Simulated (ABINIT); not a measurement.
# PtSe2 (P-3m1) in ABINIT: single point with LDA

Aim: the single point of PtSe2 with LDA.

All numbers are computed with ABINIT 10.8.3 (patched build); they aren't measurements. Logs are shortened: lines on timing, memory, paths and dates and some standing lists are left out, and cuts for length are marked. The log counts tension as positive stress, the text compression.

## Step 1: The crystal as given

It takes space group P-3m1 (No. 164, trigonal). Conventional cell: a = 3.724 Å, b = 3.724 Å, c = 5.062 Å, α = 90.00°, β = 90.00°, γ = 120.00°. Around Pt (site symmetry -3m) lie 6 Se at 2.49 Å. Se (site symmetry 3m) has 3 Pt at 2.49 Å as nearest neighbours.

## Step 2: Single point, LDA

run.abi reads:

```
# Pseudopotentials
pp_dirpath "./"
pseudos "Pt.hgh, Se.hgh"

# Structure
acell 3.72400029 3.724000297 5.06199958 Angstrom
rprim
     1.0000000000     0.0000000000     0.0000000000
    -0.5000000004     0.8660254035     0.0000000000
     0.0000000000     0.0000000000     1.0000000000
ntypat 2
znucl 78 34
natom 3
typat 1 2 2
xred
     0.0000000000     0.0000000000     0.0000000000
     0.3333333333     0.6666666667     0.2500000000
     0.6666666667     0.3333333333     0.7500000000

# Plane-wave basis
ecut 598.650497 eV

# k points
kptopt 1
ngkpt 6 6 4
nshiftk 1
shiftk 0.0 0.0 0.0

# Exchange and correlation
ixc 7

# Bands and occupations
nband 15
occopt 3
tsmear 0.05 eV

# SCF cycle
nstep 100
tolvrs 1.0e-10

# Output
iomode 3
prtwf 0
prtden 0
prteig 0
prtebands 0
enunit 1
prtvol 2
```

Potentials or basis: HGH LDA.

Run with:

```sh
$ abinit run.abi > log 2>&1
```

run.abo:

```text
.Version 10.8.3 of ABINIT
 Symmetries : space group P-3 m 1 (#164); Bravais hP (primitive hexag.)
================================================================================
 Values of the parameters that define the memory need of the present run
     intxc =       0    ionmov =       0      iscf =       7    lmnmax =       6
     lnmax =       6     mgfft =      45  mpssoang =       3    mqgrid =    3001
     natom =       3  nloc_mem =       1    nspden =       1   nspinor =       1
    nsppol =       1      nsym =      12    n1xccc =       0    ntypat =       2
    occopt =       3   xclevel =       1
       mpw =        2035          nfft =       40500          nkpt =          24
================================================================================
================================================================================

--------------------------------------------------------------------------------
------------- Echo of variables that govern the present computation ------------
--------------------------------------------------------------------------------
 -outvars: echo values of preprocessed input variables --------
            acell      7.0373406409E+00  7.0373406541E+00  9.5657928557E+00 Bohr
              amu      1.95080000E+02  7.89600000E+01
             ecut      2.20000000E+01 Hartree
           enunit           1
              ixc           7
         kptrlatt        6    0    0      0    6    0      0    0    4
          kptrlen      3.82631714E+01
            natom           3
            nband          15
            ngfft          30      30      45
             nkpt          24
            nstep         100
             nsym          12
           ntypat           2
           occopt           3
           prtden           0
        prtebands           0
           prteig           0
           prtvol           2
            prtwf           0
            rprim      1.0000000000E+00  0.0000000000E+00  0.0000000000E+00
                      -5.0000000040E-01  8.6602540350E-01  0.0000000000E+00
                       0.0000000000E+00  0.0000000000E+00  1.0000000000E+00
          spgroup         164
           tolvrs      1.00000000E-10
           tsmear      1.83746611E-03 Hartree
            typat      1  2  2
           xangst      0.0000000000E+00  0.0000000000E+00  0.0000000000E+00
                      -3.3263999549E-09  2.1500525732E+00  1.2654998950E+00
                       1.8620001433E+00  1.0750262866E+00  3.7964996850E+00
            xcart      0.0000000000E+00  0.0000000000E+00  0.0000000000E+00
                      -6.2859849000E-09  4.0630105197E+00  2.3914482139E+00
                       3.5186703173E+00  2.0315052599E+00  7.1743446417E+00
             xred      0.0000000000E+00  0.0000000000E+00  0.0000000000E+00
                       3.3333333333E-01  6.6666666667E-01  2.5000000000E-01
                       6.6666666667E-01  3.3333333333E-01  7.5000000000E-01
            znucl       78.00000   34.00000

================================================================================

 chkinp: Checking input parameters for consistency.

================================================================================
== DATASET  1 ==================================================================

--- !DatasetInfo
iteration_state: {dtset: 1, }
dimensions: {natom: 3, nkpt: 24, mband: 15, nsppol: 1, nspinor: 1, nspden: 1, mpw: 2035, }
cutoff_energies: {ecut:  22.0, pawecutdg:  -1.0, }
electrons: {nelect:   2.20000000E+01, charge:   0.00000000E+00, occopt:   3.00000000E+00, tsmear:   1.83746611E-03, }
meta: {optdriver: 0, ionmov: 0, optcell: 0, iscf: 7, paral_kgb: 0, }
...

 Exchange-correlation functional for the present dataset will be:
  LDA: Perdew-Wang 92 LSD fit to Ceperley-Alder data - ixc=7
  J.P.Perdew and Y.Wang, PRB 45, 13244 (1992)

 Real(R)+Recip(G) space primitive vectors, cartesian coordinates (Bohr,Bohr^-1):
 R(1)=  7.0373406  0.0000000  0.0000000  G(1)=  0.1420991  0.0820410  0.0000000
 R(2)= -3.5186703  6.0945158  0.0000000  G(2)=  0.0000000  0.1640819  0.0000000
 R(3)=  0.0000000  0.0000000  9.5657929  G(3)=  0.0000000  0.0000000  0.1045392
 Unit cell volume ucvol=  4.1026905E+02 bohr^3
 Angles (23,13,12)=  9.00000000E+01  9.00000000E+01  1.20000000E+02 degrees

 getcut: wavevector=  0.0000  0.0000  0.0000  ngfft=  30  30  45
         ecut(hartree)=     22.000   => boxcut(ratio)=   2.02049

--- Pseudopotential description ------------------------------------------------
- pspini: atom type   1  psp file is ./Pt.hgh
    3    1    2    0      2001   0.00000      pspcod,pspxc,lmax,lloc,mmax,r2well

 pspatm : COMMENT -
  the projectors are not normalized,
  so that the KB energies are not consistent with
  definition in PRB44, 8503 (1991).
  However, this does not influence the results obtained hereafter.

- pspini: atom type   2  psp file is ./Se.hgh
    3    1    2    0      2001   0.00000      pspcod,pspxc,lmax,lloc,mmax,r2well

 pspatm : COMMENT -
  the projectors are not normalized,
[... 87 lines left out ...]
  1.01E-15 8.98E-16 2.73E-16 4.06E-16 6.99E-16 4.01E-16 7.38E-16 1.64E-17
  2.49E-17 3.89E-16 4.29E-16 1.29E-15 5.71E-15 4.28E-13 4.08E-11
   0.1667  0.1667  0.0000    1  9.62464E-09 kpt; spin; max resid(k); each band:
  9.52E-16 8.35E-16 5.64E-16 5.67E-16 5.01E-16 4.98E-16 4.47E-16 3.05E-16
  5.11E-16 9.95E-16 6.93E-16 4.12E-16 1.58E-15 1.04E-14 9.62E-09
   0.3333  0.1667  0.0000    1  6.48509E-08 kpt; spin; max resid(k); each band:
  9.71E-16 8.97E-16 3.81E-16 4.63E-16 6.43E-16 8.79E-16 6.28E-16 2.67E-16
[... 40 lines left out ...]
   0.3333  0.0000  0.5000    1  8.57036E-15 kpt; spin; max resid(k); each band:
  8.83E-16 8.94E-16 4.54E-16 4.16E-16 3.11E-16 6.20E-16 4.18E-16 4.60E-16
  5.97E-16 4.08E-16 8.39E-16 8.97E-16 3.67E-16 8.77E-16 8.57E-15
   0.5000  0.0000  0.5000    1  6.37984E-15 kpt; spin; max resid(k); each band:
  9.35E-16 9.50E-16 3.38E-16 2.65E-16 3.88E-16 5.12E-16 2.19E-17 1.62E-16
  4.62E-16 1.95E-17 6.63E-16 3.10E-16 1.31E-15 6.38E-15 1.22E-15
   0.1667  0.1667  0.5000    1  3.01293E-13 kpt; spin; max resid(k); each band:
  8.42E-16 8.60E-16 5.26E-16 3.90E-16 4.54E-16 3.94E-16 6.64E-16 3.19E-16
  5.51E-16 5.32E-16 8.96E-16 6.43E-16 5.23E-16 4.19E-15 3.01E-13
   0.3333  0.1667  0.5000    1  7.05155E-14 kpt; spin; max resid(k); each band:
  9.46E-16 9.57E-16 3.86E-16 5.44E-16 4.15E-16 5.34E-16 4.76E-16 2.73E-16
  3.61E-16 6.79E-16 7.02E-16 7.65E-16 8.60E-16 3.11E-15 7.05E-14
   0.3333  0.3333  0.5000    1  5.86638E-08 kpt; spin; max resid(k); each band:
  9.79E-16 9.78E-16 9.45E-16 5.86E-16 9.73E-17 3.27E-16 3.28E-16 1.80E-18
  1.44E-16 5.13E-16 5.14E-16 1.23E-15 1.64E-15 9.52E-09 5.87E-08
 reduced coordinates (array xred) for    3 atoms
       0.000000000000      0.000000000000      0.000000000000
       0.333333333333      0.666666666667      0.250000000000
       0.666666666667      0.333333333333      0.750000000000
 rms dE/dt=  3.4035E-02; max dE/dt=  7.2200E-02; dE/dt below (all hartree)
    1       0.000000000000      0.000000000000      0.000000000000
    2       0.000000000000     -0.000000000000     -0.072199936391
    3       0.000000000000      0.000000000000      0.072199936391

 cartesian coordinates (angstrom) at end:
    1      0.00000000000000     0.00000000000000     0.00000000000000
    2     -0.00000000332640     2.15005257322903     1.26549989500000
    3      1.86200014333680     1.07502628661452     3.79649968500000

 cartesian forces (hartree/bohr) at end:
    1      0.00000000000000     0.00000000000000     0.00000000000000
    2     -0.00000000000000     0.00000000000000     0.00754772108077
    3      0.00000000000000    -0.00000000000000    -0.00754772108077
 frms,max,avg= 3.5580298E-03 7.5477211E-03   0.000E+00  0.000E+00  0.000E+00 h/b

 cartesian forces (eV/Angstrom) at end:
    1      0.00000000000000     0.00000000000000     0.00000000000000
    2     -0.00000000000000     0.00000000000000     0.38811942297106
    3      0.00000000000000    -0.00000000000000    -0.38811942297106
 frms,max,avg= 1.8296125E-01 3.8811942E-01   0.000E+00  0.000E+00  0.000E+00 e/A
 length scales=  7.037340640901  7.037340654129  9.565792855660 bohr
              =  3.724000290000  3.724000297000  5.061999580000 angstroms
 Fermi (or HOMO) energy (eV) =   4.24640   Average Vxc (eV)= -10.48809
 Eigenvalues (   eV  ) for nkpt=  24  k points:
 kpt#   1, nband= 15, wtk=  0.00694, kpt=  0.0000  0.0000  0.0000 (reduced coord)
 -11.53640   -8.71244   -3.01015   -2.28417   -2.28417    0.10709    0.10709    1.58271
   3.21672    3.21672    4.70672    5.73049    5.73049    7.78600    8.20537
 kpt#   2, nband= 15, wtk=  0.04167, kpt=  0.1667  0.0000  0.0000 (reduced coord)
 -11.23219   -8.84134   -2.65373   -2.08856   -2.07079   -0.35028   -0.06618    1.02360
   2.41020    2.85959    3.77417    5.58875    5.87034    9.15123    9.63793
 kpt#   3, nband= 15, wtk=  0.04167, kpt=  0.3333  0.0000  0.0000 (reduced coord)
 -10.45541   -9.15151   -2.38597   -1.72117   -1.56482   -1.14910   -0.09619    0.53268
   1.62459    1.82282    2.19632    5.31339    6.37081    8.85925   10.61609
 kpt#   4, nband= 15, wtk=  0.02083, kpt=  0.5000  0.0000  0.0000 (reduced coord)
  -9.69735   -9.58940   -3.16358   -1.60741   -1.16729   -0.03334    0.52135    0.59947
   0.69393    0.69842    1.19291    4.90468    6.64858    8.99211   10.04165
 kpt#   5, nband= 15, wtk=  0.04167, kpt=  0.1667  0.1667  0.0000 (reduced coord)
 -10.68968   -9.04674   -2.08047   -1.81230   -1.77993   -1.10970   -0.51951    0.62779
   1.65731    1.91497    3.78869    4.90808    5.88318    9.29630   10.78784
 kpt#   6, nband= 15, wtk=  0.08333, kpt=  0.3333  0.1667  0.0000 (reduced coord)
  -9.90982   -9.35334   -2.75268   -1.83192   -1.24876   -0.91960   -0.41206    0.65692
[... 40 lines left out ...]
 kpt#  20, nband= 15, wtk=  0.04167, kpt=  0.3333  0.0000  0.5000 (reduced coord)
 -10.02964   -9.62229   -2.83030   -2.09084   -1.82619   -0.37842   -0.04754    0.74767
   1.59446    2.33029    3.06924    5.10319    5.27462    8.45500    9.69351
 kpt#  21, nband= 15, wtk=  0.02083, kpt=  0.5000  0.0000  0.5000 (reduced coord)
  -9.78861   -9.37920   -3.50251   -1.80983   -1.67352   -0.74344    0.58734    0.60863
   0.90148    1.39375    2.87649    5.25566    5.76011    8.73923    8.97929
 kpt#  22, nband= 15, wtk=  0.04167, kpt=  0.1667  0.1667  0.5000 (reduced coord)
 -10.18787   -9.68341   -2.60066   -2.14765   -1.37893   -0.69410   -0.34922    0.75879
   2.36260    2.67220    2.69699    4.46701    5.67007    9.52267   10.34448
 kpt#  23, nband= 15, wtk=  0.08333, kpt=  0.3333  0.1667  0.5000 (reduced coord)
  -9.70411   -9.49783   -3.00725   -2.23640   -1.37750   -0.57280   -0.31808    0.65730
   0.84789    1.69783    2.19982    5.62816    6.03635    9.41381   10.14708
 kpt#  24, nband= 15, wtk=  0.01389, kpt=  0.3333  0.3333  0.5000 (reduced coord)
  -9.48752   -9.48752   -2.29896   -2.29896   -2.12718   -0.31376   -0.31376    0.01737
   0.44253    1.63322    1.63322    6.29844    6.29844   10.73917   11.49764
 Total charge density [el/Bohr^3]
)     Maximum=    4.2077E-01  at reduced coord.    0.0000    0.0000    0.8889
)Next maximum=    4.2077E-01  at reduced coord.    0.0000    0.0000    0.1111
)     Minimum=    1.2007E-07  at reduced coord.    0.0000    0.0000    0.0000
)Next minimum=    1.3097E-04  at reduced coord.    0.3333    0.6667    0.2667
   Integrated=    2.2000E+01

--- !EnergyTerms
iteration_state     : {dtset: 1, }
comment             : Components of total free energy in Hartree
kinetic             :  2.58358850343371E+01
hartree             :  7.97804330707239E+00
xc                  : -8.61757818155796E+00
Ewald energy        : -4.30911329292688E+01
psp_core            :  4.50700139489012E+00
local_psp           : -1.93623368479193E+01
non_local_psp       : -1.26093932689603E+01
internal            : -4.53595114914067E+01
'-kT*entropy'       : -2.79358972407024E-04
total_energy        : -4.53597908503791E+01
total_energy_eV     : -1.23430278886658E+03
band_energy         : -1.44532775580458E+00
...

 Cartesian components of stress tensor (hartree/bohr^3)
  sigma(1 1)= -2.31371458E-05  sigma(3 2)=  0.00000000E+00
  sigma(2 2)= -2.31371798E-05  sigma(3 1)=  0.00000000E+00
  sigma(3 3)=  2.93291580E-05  sigma(2 1)=  1.69601098E-11

-Cartesian components of stress tensor (GPa)         [Pressure=  1.6618E-01 GPa]
- sigma(1 1)= -6.80718332E-01  sigma(3 2)=  0.00000000E+00
- sigma(2 2)= -6.80719332E-01  sigma(3 1)=  0.00000000E+00
- sigma(3 3)=  8.62893621E-01  sigma(2 1)=  4.98983657E-07

== END DATASET(S) ==============================================================
================================================================================

 -outvars: echo values of variables after computation  --------
            acell      7.0373406409E+00  7.0373406541E+00  9.5657928557E+00 Bohr
           etotal     -4.5359790850E+01
            fcart      4.8975686435E-27  1.4138062859E-26  2.8912057933E-19
                      -4.8975686435E-27  4.8069413688E-26  7.5477210808E-03
                       0.0000000000E+00 -6.2207476547E-26 -7.5477210808E-03
            rprim      1.0000000000E+00  0.0000000000E+00  0.0000000000E+00
                      -5.0000000040E-01  8.6602540350E-01  0.0000000000E+00
                       0.0000000000E+00  0.0000000000E+00  1.0000000000E+00
           strten     -2.3137145821E-05 -2.3137179832E-05  2.9329158044E-05
                       0.0000000000E+00  0.0000000000E+00  1.6960109786E-11
           xangst      0.0000000000E+00  0.0000000000E+00  0.0000000000E+00
                      -3.3263999549E-09  2.1500525732E+00  1.2654998950E+00
                       1.8620001433E+00  1.0750262866E+00  3.7964996850E+00
             xred      0.0000000000E+00  0.0000000000E+00  0.0000000000E+00
                       3.3333333333E-01  6.6666666667E-01  2.5000000000E-01
                       6.6666666667E-01  3.3333333333E-01  7.5000000000E-01
 Calculation completed.
```

It took 25 s on 1 thread of Arm Neoverse V1, shared host; peak memory 0.06 GiB.

Results:

| Quantity | Value |
| --- | --- |
| Free energy | -1234.3028 eV |
| Largest force | 0.388 eV/Å |
| Band gap on the k mesh | none (metal or under the smearing width) |
| Valence electrons inside the program's atomic spheres | Pt 6.65; Se 3.23 |

Forces in eV/Å, atoms in the order of the input:
```
Pt   0.000  0.000  0.000
Se   0.000  0.000  0.388
Se   0.000  0.000 -0.388
```

Caveat: the cutoff is too short for stress, so the log's stress isn't used; HGH potentials are hard and often keep d shells in the core, so these values are rough.
